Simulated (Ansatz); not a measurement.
# NbAs: the cost of one run

Computed with Ansatz 0.2.0 (DFT PBEsol, scalar-relativistic, plane waves, PAW, unless a step's input says otherwise).

5 further runs of the same task are left out: 1 that didn't finish, 4 set aside as unsound or not needed.

## 1. The starting structure

The structure is hexagonal, space group P6_3mc (No. 186). The conventional cell has a = 3.122 Å, b = 3.122 Å, c = 6.054 Å, α = 90.00°, β = 90.00°, γ = 120.00°. Around Ta (site symmetry 3m) lie 4 N at 1.97 to 2.09 Å. N (site symmetry 3m) has 4 Ta at 1.97 to 2.09 Å as nearest neighbours.

Coordinates:

```xyz
4
Lattice="3.1219 0.0000 0.0000 -1.5610 2.7037 0.0000 0.0000 0.0000 6.0540" Properties=species:S:1:pos:R:3 pbc="T T T"
Ta    0.0000    1.8025    0.1825
Ta    1.5610    0.9012    3.2095
N     0.0000    1.8025    2.1483
N     1.5610    0.9012    5.1753
```

This cell was relaxed beforehand with the same method: volume 12.78 Å³/atom, gap on the mesh none (metal).

## 2. Swap N → As, Ta → Nb

The start of NbAs: fractional positions of relaxed TaN, cell scaled by 1.114, a guess from tabulated radii.

## 3. Quick check of gap, pressure and forces (NbAs)

Contents of input.yaml:

```yaml
crystal:
  lattice:
    - [3.4774823675, 0.0, 0.0]
    - [-1.7387411837, 3.0115880715, 0.0]
    - [0.0, 0.0, 6.7434751178]
  atoms:
    - { symbol: Nb, position: [0.3333333333, 0.6666666667, 0.0301515144] }
    - { symbol: Nb, position: [0.6666666667, 0.3333333333, 0.5301515144] }
    - { symbol: As, position: [0.3333333333, 0.6666666667, 0.3548484856] }
    - { symbol: As, position: [0.6666666667, 0.3333333333, 0.8548484856] }
basis:
  ecutwfc: 420
kpoints:
  mp_grid: { grid: [6, 6, 4] }
hamiltonian:
  xc: pbesol
scf:
  occupations: { method: gaussian, width: 0.1 }
output:
  forces: true
  stress: true
  eigenvalues: true
```

Started as:

```console
$ ansatz run input.yaml --threads 1 --pin off --max-ram 2560MiB --backend cpu --events-out ev --progress --plain --runs-dir out
```

**Question.** How long does this run take on 1 thread of Intel Xeon 6975P-C (Granite Rapids), shared host, and how much memory does it need?

About 2.2 s, with a peak of 0.37 GiB.
